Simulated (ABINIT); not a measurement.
# BeTe (F-43m): G0W0 in ABINIT against the plane-wave cutoff, part 2 of 2

Wanted: the cheapest plane-wave cutoff that holds the gap of BeTe (F-43m).

ABINIT 10.8.3; LDA and many-body steps on it, plane waves. Known limits of the many-body steps: not at the basis limit; exchange with frozen shells missing; no spin-orbit coupling; coarse k mesh.

So far. Step 5 (Empty states on the mesh, 4×4×4 mesh, 31 bands): On this mesh the gap is 1.775 eV. Step 6 (Screening, 4×4×4 mesh, 27 bands, screening to 106.1 eV): Local fields lower ε∞ by 12 %. On a Γ-centred mesh this coarse the value itself is usually too large, while a short band sum pulls it down.

The database entry behind the starting cell differs from later determinations by our own check (an axis about 1.5 % short against later determinations), so it need not match the best structure at ambient conditions.

## Step 8: Screening, 4×4×4 mesh, 27 bands, screening to 106.1 eV

This step: RPA screening on LDA, plane waves, norm-conserving pseudopotentials.

run.abi reads:

```
acell 3*1.0 Angstrom
rprim 
  0.000000000000 2.770000000000 2.770000000000
  2.770000000000 0.000000000000 2.770000000000
  2.770000000000 2.770000000000 -0.000000000000
ntypat 2
znucl 4 52
natom 2
typat 1 2
xred 
  0.000000000000 0.000000000000 0.000000000000
  0.250000000000 0.250000000000 0.250000000000
pp_dirpath "pseudos"
pseudos "Be.upf, Te.upf"
ecut 30
ngkpt 4 4 4
nshiftk 1
shiftk 0 0 0
kptopt 1
chksymbreak 0
istwfk *1
occopt 1
irdwfk 1
optdriver 3
nband 27
ecuteps 3.9
inclvkb 2
awtr 1
symchi 1
indata_prefix "in"
outdata_prefix "out"
tmpdata_prefix "tmp"
```

Run with:

```
> OMP_NUM_THREADS=1 mpirun -n 4 abinit run.abi > log
```

Numbers of over 12 decimals in the logs are rounded to 6 here.

What it wrote:

```text
.Version 10.8.3 of ABINIT. v10.8.2 released Aug 2026.

 Symmetries : space group F-4 3 m (#216); Bravais cF (face-center cubic)
[... echo of the input left out ...]
== DATASET  1 ==================================================================
-   mpi_nproc: 4, omp_nthreads: 1 (-1 if OMP is not activated)

--- !DatasetInfo
iteration_state: {dtset: 1, }
dimensions: {natom: 2, nkpt: 8, mband: 27, nsppol: 1, nspinor: 1, nspden: 1, mpw: 2272, }
cutoff_energies: {ecut:  30.0, pawecutdg:  -1.0, }
electrons: {nelect:   2.00000000E+01, charge:   0.00000000E+00, occopt:   1.00000000E+00, tsmear:   1.00000000E-02, }

 SCREENING: Calculation of the susceptibility and dielectric matrices

 Based on a program developped by R.W. Godby, V. Olevano, G. Onida, and L. Reining.
 Incorporated in ABINIT by V. Olevano, G.-M. Rignanese, and M. Torrent.
.Using double precision arithmetic ; gwpc =  8

[... cell and pseudopotentials left out ...]
--------------------------------------------------------------------------------

 ==== K-mesh for the wavefunctions ====
 Number of points in the irreducible wedge :     8
[... list of points left out ...]
 Together with 24 symmetry operations and time-reversal symmetry
 yields    64 points in the full Brillouin Zone.

 ==== Q-mesh for the screening function ====
 Number of points in the irreducible wedge :     8
[... list of points left out ...]
 Together with 24 symmetry operations and time-reversal symmetry
 yields    64 points in the full Brillouin Zone.

 setmesh: FFT mesh size selected  =    25x   25x   25
          total number of points  =        15625

 vcoul_init : cutoff-mode = AUXILIARY_FUNCTION
 q-points for optical limit:   1
     1)      0.000010    0.000020    0.000030

- screening: taking advantage of time-reversal symmetry
- Maximum band index for partially occupied states nbvw = 10
- Remaining bands to be divided among processors   nbcw = 17
- Number of bands treated by each node ~4

 Number of electrons calculated from density =   20.0000; Expected =   20.0000
 average of density, n =  0.069721
 r_s =    1.5072
 omega_plasma =   25.4705 [eV]

 calculating chi0 at frequencies [eV] :
  1    0.000000E+00    0.000000E+00
  2    0.000000E+00    2.547051E+01

--------------------------------------------------------------------------------
  q-point number  1        q = ( 0.000000, 0.000000, 0.000000) [r.l.u.]
--------------------------------------------------------------------------------
[... chi0 elements left out ...]
 For q-point:  0.000010 0.000020 0.000030
  dielectric constant =   9.2271
  dielectric constant without local fields =  10.5145

  Average fulfillment of the sum rule on Im[epsilon] for q-point    1 :     28.55  [%]
[... wings left out ...]
  q-point number  2        q = ( 0.250000, 0.000000, 0.000000) [r.l.u.]
--------------------------------------------------------------------------------
[... chi0 elements left out ...]
  Average fulfillment of the sum rule on Im[epsilon] for q-point    2 :     48.46  [%]

 [... 6 further q-points ...]
```

Wall time 3.2 s (4 MPI ranks of Arm Neoverse V2, shared host); peak memory 0.41 GiB.

This step gave:

- ε∞ with local fields, on this mesh, along the program's q direction: 9.227
- the same without local fields: 10.51
- plasma frequency: 25.47 eV
- plane waves in the screening matrix: 113

## Step 9: 30 Ha

The self-energy is evaluated for the states that the input lists, and the levels follow from it, in one-shot runs by the linearised quasiparticle equation.

This step: G0W0 on LDA, plane waves, norm-conserving pseudopotentials.

run.abi, as its differences from that of step 8:

```diff
@@ -23,8 +23,17 @@
 irdwfk 1
-optdriver 3
+optdriver 4
 nband 27
+gwcalctyp 0
+ecutsigx 30
+symsigma 1
+nkptgw 2
+kptgw 
+  0.0000000000 0.0000000000 0.0000000000
+  0.5000000000 0.5000000000 0.0000000000
+bdgw 
+  8 13
+  9 12
 ecuteps 3.9
-inclvkb 2
-awtr 1
-symchi 1
+irdscr 1
+ppmodel 1
 indata_prefix "in"
```

What it wrote:

```text
.Version 10.8.3 of ABINIT. v10.8.2 released Aug 2026.

 Symmetries : space group F-4 3 m (#216); Bravais cF (face-center cubic)
[... echo of the input left out ...]
== DATASET  1 ==================================================================
-   mpi_nproc: 4, omp_nthreads: 1 (-1 if OMP is not activated)

--- !DatasetInfo
iteration_state: {dtset: 1, }
dimensions: {natom: 2, nkpt: 8, mband: 27, nsppol: 1, nspinor: 1, nspden: 1, mpw: 2272, }
cutoff_energies: {ecut:  30.0, pawecutdg:  -1.0, }
electrons: {nelect:   2.00000000E+01, charge:   0.00000000E+00, occopt:   1.00000000E+00, tsmear:   1.00000000E-02, }

 SIGMA: Calculation of the GW corrections

 Based on a program developped by R.W. Godby, V. Olevano, G. Onida, and L. Reining.
 Incorporated in ABINIT by V. Olevano, G.-M. Rignanese, and M. Torrent.
.Using double precision arithmetic ; gwpc =  8

[... cell and pseudopotentials left out ...]
--------------------------------------------------------------------------------

 ==== K-mesh for the wavefunctions ====
 Number of points in the irreducible wedge :     8
[... list of points left out ...]
 Together with 24 symmetry operations and time-reversal symmetry
 yields    64 points in the full Brillouin Zone.

 ==== Q-mesh for screening function ====
 Number of points in the irreducible wedge :     8
[... list of points left out ...]
 Together with 24 symmetry operations and time-reversal symmetry
 yields    64 points in the full Brillouin Zone.

 vcoul_init : cutoff-mode = AUXILIARY_FUNCTION
 q-points for optical limit:   1
     1)      0.000010    0.000020    0.000030
 setmesh: FFT mesh size selected  =    40x   40x   40
          total number of points  =        64000

 Number of electrons calculated from density =   20.0000; Expected =   20.0000
[...]
number of omega for Sigma on real axis              0
 max omega for Sigma on real axis  [eV]           0.00
 zcut for avoiding poles [eV]                     0.10

 EPSILON^-1 parameters (SCR file):
 dimension of the eps^-1 matrix on file            113
 dimension of the eps^-1 matrix used               113
 number of plane-waves for wavefunctions          2229
 number of bands                                    27
 number of q-points in IBZ                           8
 number of frequencies                               2
 number of real frequencies                          1
 number of imag frequencies                          1

 matrix elements of self-energy operator (all in [eV])

 Perturbative Calculation

--- !SelfEnergy_ee
iteration_state: {dtset: 1, }
kpoint     : [   0.000,    0.000,    0.000, ]
spin       : 1
KS_gap     :    3.599
QP_gap     :    5.216
Delta_QP_KS:    1.616
data: !SigmaeeData |
     Band     E0 <VxcDFT>   SigX SigC(E0)      Z dSigC/dE  Sig(E)    E-E0       E
        8   4.478 -12.924 -15.486   2.100   0.810  -0.234 -13.298  -0.374   4.104
        9   4.478 -12.924 -15.486   2.100   0.810  -0.234 -13.298  -0.374   4.104
       10   4.478 -12.924 -15.486   2.100   0.810  -0.234 -13.298  -0.374   4.104
[...]
--- !SelfEnergy_ee
iteration_state: {dtset: 1, }
kpoint     : [   0.500,    0.500,    0.000, ]
spin       : 1
KS_gap     :    4.592
QP_gap     :    5.976
Delta_QP_KS:    1.384
data: !SigmaeeData |
     Band     E0 <VxcDFT>   SigX SigC(E0)      Z dSigC/dE  Sig(E)    E-E0       E
[...]
11   6.253  -9.266  -4.978  -3.213   0.820  -0.220  -8.385   0.882   7.135
       12   7.127  -9.969  -5.467  -3.240   0.814  -0.229  -8.941   1.028   8.155

== END DATASET(S) ==============================================================
================================================================================

 -outvars: echo values of variables after computation  --------
           etotal      0.0000000000E+00
            nband          27
             nkpt           8
          spgroup         216
 [... the other variables as echoed above ...]

 Calculation completed.
```

Elapsed: 2.3 s, on 4 MPI ranks; peak memory 0.14 GiB.

Numbers from this step:

```
G0W0 gap on the points computed              : 3.031 eV
starting gap on the mesh                     : 1.775 eV
k of the valence top                         : 0, 0, 0
k of the conduction bottom                   : 0.5, 0.5, 0
Z at the valence top                         : 0.81
Z at the conduction bottom                   : 0.82
least direct G0W0 gap on the computed points : 5.216 eV
```

The gap on the mesh goes from 1.77 eV to 3.03 eV, a correction of +1.26 eV.

## Step 10: Screening, 4×4×4 mesh, 27 bands, screening to 106.1 eV

This step: RPA screening on LDA, plane waves, norm-conserving pseudopotentials.

run.abi, as its differences from that of step 9:

```diff
@@ -14,3 +14,3 @@
 pseudos "Be.upf, Te.upf"
-ecut 30
+ecut 38
 ngkpt 4 4 4
@@ -23,17 +23,8 @@
 irdwfk 1
-optdriver 4
+optdriver 3
 nband 27
-gwcalctyp 0
-ecutsigx 30
-symsigma 1
-nkptgw 2
-kptgw 
-  0.0000000000 0.0000000000 0.0000000000
-  0.5000000000 0.5000000000 0.0000000000
-bdgw 
-  8 13
-  9 12
 ecuteps 3.9
-irdscr 1
-ppmodel 1
+inclvkb 2
+awtr 1
+symchi 1
 indata_prefix "in"
```

What it wrote:

```text
.Version 10.8.3 of ABINIT. v10.8.2 released Aug 2026.

 Symmetries : space group F-4 3 m (#216); Bravais cF (face-center cubic)
[... echo of the input left out ...]
== DATASET  1 ==================================================================
-   mpi_nproc: 4, omp_nthreads: 1 (-1 if OMP is not activated)

--- !DatasetInfo
iteration_state: {dtset: 1, }
dimensions: {natom: 2, nkpt: 8, mband: 27, nsppol: 1, nspinor: 1, nspden: 1, mpw: 3250, }
cutoff_energies: {ecut:  38.0, pawecutdg:  -1.0, }
[...]
--------------------------------------------------------------------------------
[... chi0 elements left out ...]
 For q-point:  0.000010 0.000020 0.000030
  dielectric constant =   9.2717
  dielectric constant without local fields =  10.5642

  Average fulfillment of the sum rule on Im[epsilon] for q-point    1 :     28.54  [%]
[... wings left out ...]
  q-point number  2        q = ( 0.250000, 0.000000, 0.000000) [r.l.u.]
--------------------------------------------------------------------------------
[... chi0 elements left out ...]
  Average fulfillment of the sum rule on Im[epsilon] for q-point    2 :     48.45  [%]

 [... 6 further q-points ...]
```

Run time: 4.2 s. Hardware: 4 MPI ranks; peak memory 0.47 GiB.

This step gave:

```
ε∞ with local fields, on this mesh, along the program's q direction : 9.272
the same without local fields                                       : 10.56
plasma frequency                                                    : 25.47 eV
plane waves in the screening matrix                                 : 113
```

## Step 11: 38 Ha

This step: G0W0 on LDA, plane waves, norm-conserving pseudopotentials.

run.abi, as its differences from that of step 10:

```diff
@@ -23,8 +23,17 @@
 irdwfk 1
-optdriver 3
+optdriver 4
 nband 27
+gwcalctyp 0
+ecutsigx 38
+symsigma 1
+nkptgw 2
+kptgw 
+  0.0000000000 0.0000000000 0.0000000000
+  0.5000000000 0.5000000000 0.0000000000
+bdgw 
+  8 13
+  9 12
 ecuteps 3.9
-inclvkb 2
-awtr 1
-symchi 1
+irdscr 1
+ppmodel 1
 indata_prefix "in"
```

What it wrote:

```text
.Version 10.8.3 of ABINIT. v10.8.2 released Aug 2026.

 Symmetries : space group F-4 3 m (#216); Bravais cF (face-center cubic)
[... echo of the input left out ...]
== DATASET  1 ==================================================================
-   mpi_nproc: 4, omp_nthreads: 1 (-1 if OMP is not activated)

--- !DatasetInfo
iteration_state: {dtset: 1, }
dimensions: {natom: 2, nkpt: 8, mband: 27, nsppol: 1, nspinor: 1, nspden: 1, mpw: 3250, }
cutoff_energies: {ecut:  38.0, pawecutdg:  -1.0, }
[...]
Band     E0 <VxcDFT>   SigX SigC(E0)      Z dSigC/dE  Sig(E)    E-E0       E
[...]
11   6.252  -9.265  -4.980  -3.214   0.820  -0.220  -8.388   0.878   7.130
       12   7.107  -9.984  -5.491  -3.238   0.814  -0.228  -8.963   1.021   8.128

== END DATASET(S) ==============================================================
================================================================================

 -outvars: echo values of variables after computation  --------
           etotal      0.0000000000E+00
            nband          27
             nkpt           8
          spgroup         216
 [... the other variables as echoed above ...]

 Calculation completed.
```

The job ended after 2.7 s (4 MPI ranks; peak memory 0.17 GiB; 10 s of CPU time).

This step gave:

```yaml
g0w0_gap_on_the_points_computed: 3.026 eV
starting_gap_on_the_mesh: 1.775 eV
k_of_the_valence_top: 0, 0, 0
k_of_the_conduction_bottom: 0.5, 0.5, 0
least_direct_g0w0_gap_on_the_computed_points: 5.211 eV
```

Against the run before, the gap moves by −0.005 eV.

## Step 12: Screening, 4×4×4 mesh, 27 bands, screening to 106.1 eV

This step: RPA screening on LDA, plane waves, norm-conserving pseudopotentials.

run.abi, as its differences from that of step 11:

```diff
@@ -14,3 +14,3 @@
 pseudos "Be.upf, Te.upf"
-ecut 38
+ecut 48
 ngkpt 4 4 4
@@ -23,17 +23,8 @@
 irdwfk 1
-optdriver 4
+optdriver 3
 nband 27
-gwcalctyp 0
-ecutsigx 38
-symsigma 1
-nkptgw 2
-kptgw 
-  0.0000000000 0.0000000000 0.0000000000
-  0.5000000000 0.5000000000 0.0000000000
-bdgw 
-  8 13
-  9 12
 ecuteps 3.9
-irdscr 1
-ppmodel 1
+inclvkb 2
+awtr 1
+symchi 1
 indata_prefix "in"
```

What it wrote:

```text
.Version 10.8.3 of ABINIT. v10.8.2 released Aug 2026.

 Symmetries : space group F-4 3 m (#216); Bravais cF (face-center cubic)
[... echo of the input left out ...]
== DATASET  1 ==================================================================
-   mpi_nproc: 4, omp_nthreads: 1 (-1 if OMP is not activated)

--- !DatasetInfo
iteration_state: {dtset: 1, }
dimensions: {natom: 2, nkpt: 8, mband: 27, nsppol: 1, nspinor: 1, nspden: 1, mpw: 4584, }
cutoff_energies: {ecut:  48.0, pawecutdg:  -1.0, }
[...]
--------------------------------------------------------------------------------
[... chi0 elements left out ...]
 For q-point:  0.000010 0.000020 0.000030
  dielectric constant =   9.2741
  dielectric constant without local fields =  10.5668

  Average fulfillment of the sum rule on Im[epsilon] for q-point    1 :     28.54  [%]
[... wings left out ...]
  q-point number  2        q = ( 0.250000, 0.000000, 0.000000) [r.l.u.]
--------------------------------------------------------------------------------
[... chi0 elements left out ...]
  Average fulfillment of the sum rule on Im[epsilon] for q-point    2 :     48.45  [%]

 [... 6 further q-points ...]
```

Wall time 5 s (4 MPI ranks); peak memory 0.56 GiB; 19 s of CPU time.

This step gave:

| Item | Value |
| --- | --- |
| ε∞ with local fields, on this mesh, along the program's q direction | 9.274 |
| the same without local fields | 10.57 |
| plasma frequency | 25.47 eV |
| plane waves in the screening matrix | 113 |

## Step 13: 48 Ha

This step: G0W0 on LDA, plane waves, norm-conserving pseudopotentials.

run.abi, as its differences from that of step 12:

```diff
@@ -23,8 +23,17 @@
 irdwfk 1
-optdriver 3
+optdriver 4
 nband 27
+gwcalctyp 0
+ecutsigx 48
+symsigma 1
+nkptgw 2
+kptgw 
+  0.0000000000 0.0000000000 0.0000000000
+  0.5000000000 0.5000000000 0.0000000000
+bdgw 
+  8 13
+  9 12
 ecuteps 3.9
-inclvkb 2
-awtr 1
-symchi 1
+irdscr 1
+ppmodel 1
 indata_prefix "in"
```

What it wrote:

```text
.Version 10.8.3 of ABINIT. v10.8.2 released Aug 2026.

 Symmetries : space group F-4 3 m (#216); Bravais cF (face-center cubic)
[... echo of the input left out ...]
== DATASET  1 ==================================================================
-   mpi_nproc: 4, omp_nthreads: 1 (-1 if OMP is not activated)

--- !DatasetInfo
iteration_state: {dtset: 1, }
dimensions: {natom: 2, nkpt: 8, mband: 27, nsppol: 1, nspinor: 1, nspden: 1, mpw: 4584, }
cutoff_energies: {ecut:  48.0, pawecutdg:  -1.0, }
[...]
Band     E0 <VxcDFT>   SigX SigC(E0)      Z dSigC/dE  Sig(E)    E-E0       E
[...]
11   6.252  -9.265  -4.981  -3.215   0.820  -0.220  -8.389   0.877   7.128
       12   7.106  -9.986  -5.496  -3.238   0.814  -0.228  -8.967   1.018   8.124

== END DATASET(S) ==============================================================
================================================================================

 -outvars: echo values of variables after computation  --------
           etotal      0.0000000000E+00
            nband          27
             nkpt           8
          spgroup         216
 [... the other variables as echoed above ...]

 Calculation completed.
```

The job ended after 2.8 s (4 MPI ranks; peak memory 0.18 GiB; 11 s of CPU time).

Numbers from this step:

| Item | Value |
| --- | --- |
| G0W0 gap on the points computed | 3.025 eV |
| starting gap on the mesh | 1.775 eV |
| k of the valence top | 0, 0, 0 |
| k of the conduction bottom | 0.5, 0.5, 0 |
| least direct G0W0 gap on the computed points | 5.210 eV |

Against the run before, the gap moves by −0.001 eV.

## Step 14: The runs together

Times are wall times on 4 MPI ranks of Arm Neoverse V2, shared host, good to a factor of about two. A run's time includes the screening step that it read.

| run | mesh | bands | screening cutoff (eV) | DFT gap (eV) | gap on the mesh (eV) | direct (eV) | ε∞ used | time |
| --- | --- | --- | --- | --- | --- | --- | --- | --- |
| 23 Ha | 4×4×4 | 27 | 106.1 | 1.795 | 3.074 | 5.265 | 8.94 | 5.7 s |
| 30 Ha | 4×4×4 | 27 | 106.1 | 1.775 | 3.031 | 5.216 | 9.23 | 5.5 s |
| 38 Ha | 4×4×4 | 27 | 106.1 | 1.775 | 3.026 | 5.211 | 9.27 | 6.9 s |
| 48 Ha | 4×4×4 | 27 | 106.1 | 1.775 | 3.025 | 5.210 | 9.27 | 7.8 s |

## Step 15: Outcome

```
23 Ha        : 3.074 eV
30 Ha        : 3.031 eV
38 Ha        : 3.026 eV
48 Ha        : 3.025 eV
known limits : not at the basis limit; exchange with frozen shells missing; no spin-orbit coupling; coarse k mesh
```

**Reading.** The setting moved: plane-wave cutoff. From 23 Ha to 48 Ha the gap moves by −0.05 eV. It holds to 0.03 eV from 30 Ha on. Bands and screening cutoff are coupled, so a series along one setting does not show full convergence. Bands and cutoff are finite, so the gap is not at the basis limit. The miss can reach some tenths of an eV and take either sign; the mesh is an error of its own. In the G0W0 runs levels were corrected at 2 k points alone, so a gap called «on the mesh» is the least over those, and an edge elsewhere would be missed. The 4×4×4 mesh is coarse for this cell, which bears on the long-range parts of exchange and screening. The norm-conserving file of at least one element keeps a d shell over frozen s and p shells of the same row. Exchange with those shells is missing from the self-energy, an error of 0.3 to 0.9 eV in cases checked, whose sign depends on which edge lies on those atoms. The many-body steps are scalar-relativistic: spin-orbit coupling is not in them.

[Paths, hosts, dates, memory and timing lines, banners, echoed tables and standing remarks are left out of the program output.]

[Logs are printed without paths, hosts, clocks, repeated set-up lines and the standing remarks that a program may print on its own settings, such as how far it seeks lower states.]

[Runs of the session that timed out or met a known fault of the program may be left out.]

[Hosts, paths, dates, database ids (printed as entryN), source tags and the programs' standing remarks are cut or masked in the printed files.]

[G0W0 gaps are taken among the corrected bands and points alone; a level outside them can change the order at an edge.]

[Where Ansatz stands beside ABINIT at settings called matched, ABINIT's density can come from a denser mesh and the files from another edition; pairs whose starting gaps differed by over 0.03 eV were left out, so agreement reads better than it is.]
